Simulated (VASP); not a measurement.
**SnSe: single point with PBE**

SnSe:

```xyz
2
Lattice="0.0000 3.0305 3.0305 3.0305 0.0000 3.0305 3.0305 3.0305 0.0000" Properties=species:S:1:pos:R:3 pbc="T T T"
Sn    0.0000    0.0000    0.0000
Se    3.0305    3.0305    3.0305
```

Measurements of this composition are mostly on another form, of space group No. 62.

The cell isn't the ideal one: relaxed again under DFT PBE, scalar-relativistic, plane waves, PAW.

```json
{"Program": "VASP 6.6.1", "Task": "single point", "Functional": "PBE", "Potentials or basis": "VASP PAW PBE potentials, release 64 (Sn_d, Se)", "Cutoff": "520 eV", "k mesh": "10 × 10 × 10", "Occupations": "gaussian, width 0.02 eV", "Spin": "no spin polarisation"}
```

The pressure is 0.0 GPa. The band gap on the k mesh is 0.49 eV, indirect (least direct gap 0.50 eV).

Levels at points of the mesh, in eV from the valence-band top:
| k point | band 6 | band 7 | band 8 | band 9 | band 10 | band 11 | band 12 | band 13 | band 14 | band 15 |
| --- | --- | --- | --- | --- | --- | --- | --- | --- | --- | --- |
| (0.00, 0.00, 0.00) | -13.74 | -5.14 | -2.14 | -2.14 | -2.14 | 4.23 | 4.23 | 4.23 | 5.88 | 5.88 |
| (0.50, 0.00, 0.00) | -12.85 | -7.96 | -1.90 | -1.90 | 0.00 | 0.50 | 1.25 | 1.25 | 8.19 | 10.03 |
| (0.50, 0.50, 0.00) | -12.59 | -6.02 | -5.34 | -3.55 | -3.55 | 3.09 | 5.22 | 5.22 | 5.83 | 10.37 |

It took 51 s on 1 thread of Intel(R) Xeon(R) Platinum 8375C CPU @ 2.90GHz (Ice Lake) (shared host), peak memory 0.2 GiB.

Caveat: spin-orbit coupling is left out, which moves the levels of the heavy elements. A k mesh can miss the band edges.
